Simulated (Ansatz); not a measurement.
# Li2Se: how the settings move a single-point run

How sensitive is a single-point run of Li2Se to its settings? A reference run comes first, then one run with altered input.

Method: reference: DFT, r2SCAN, all-electron PAW with datasets made for the crystal, scalar-relativistic, in Ansatz 0.2.0.

## (1) The system as given

It takes space group Fm-3m (No. 225, cubic). Conventional cell: a = 4.724 Å, b = 4.724 Å, c = 4.724 Å, α = 90.00°, β = 90.00°, γ = 90.00°. Around Li (site symmetry -43m) lie 4 Se at 2.05 Å. Se (site symmetry m-3m) has 8 Li at 2.05 Å as nearest neighbours.

Structure file:

```
Li Se
1.0
     0.00000    2.36209    2.36209
     2.36209    0.00000    2.36209
     2.36209    2.36209    0.00000
Li Se
2 1
Direct
  0.75000 0.75000 0.75000
  0.25000 0.25000 0.25000
  0.00000 0.00000 0.00000
```

## (2) Reference

input.yaml reads:

```yaml
crystal:
  lattice:
    - [0.0, 2.3620878983, 2.3620878983]
    - [2.3620878983, 0.0, 2.3620878983]
    - [2.3620878983, 2.3620878983, 0.0]
  atoms:
    - { symbol: Li, position: [0.75, 0.75, 0.75] }
    - { symbol: Li, position: [0.25, 0.25, 0.25] }
    - { symbol: Se, position: [0.0, 0.0, 0.0] }
kpoints:
  mp_grid: { grid: [8, 8, 8] }
scf:
  occupations: { method: fermi_dirac, width: 0.03 }
hamiltonian:
  xc: r2scan
  pseudopotentials: { kind: all_electron, datasets: crystal }
output:
  forces: true
  stress: true
  eigenvalues: true
  efg: { contact_densities: true }
```

The run is started by

```sh
> ansatz run input.yaml --threads 1 --pin off --max-ram 3072MiB --backend cpu --events-out ev --progress --plain --runs-dir out
```

## (3) Variant: mp_grid.grid [5, 5, 5]

input.yaml: that of step 2 with these lines changed.

```diff
@@ -10,3 +10,3 @@
 kpoints:
-  mp_grid: { grid: [8, 8, 8] }
+  mp_grid: { grid: [5, 5, 5] }
 scf:
```

What does the calculation give? Wanted: for each run, ending; energy change; pressure; gap; force.

The runs gave:

| run | ending | energy change | pressure (GPa) | gap (eV) | force (eV/Å) | cycles | time |
| --- | --- | --- | --- | --- | --- | --- | --- |
| reference | converged | 0 | 99.2 | 1.98 | 0.00 | 8 | 9.4 s |
| 1: mp_grid.grid [5, 5, 5] | converged | +2.5 meV/atom | 99.2 | 2.47 | 0.00 | 8 | 5.4 s |

Residual by cycle in the longest SCF loop of each run; runs are numbered as in the table. The quantity is the density residual dr2, in eV.

| cycle | reference | run 1 |
| --- | --- | --- |
| 1 | 0.775 | 0.781 |
| 2 | 0.106 | 0.107 |
| 3 | 0.0042 | 0.00424 |
| 4 | 5.5e-5 | 5.5e-5 |
| 5 | 2.1e-5 | 2.1e-5 |
| 6 | 7.9e-6 | 7.9e-6 |
| 7 | 1.3e-7 | 1.3e-7 |
| 8 | 2.3e-9 | 2.3e-9 |

**Reading.** Changing the k-point mesh moves the energy by +2.5 meV/atom, and the gap on the mesh goes from 1.98 to 2.47 eV. The energy is not variational in the mesh, so the sign tells nothing. A gap read on a mesh depends on which points the mesh holds, and a coarse mesh shifts the density too. Cost: 5.4 s against 9.4 s. The structure is not at rest: the sound run finds 99 GPa, so these are no properties of the relaxed crystal. 

These are semilocal Kohn-Sham gaps, which aren't the measured quantity. Such gaps usually fall short of the measured ones.
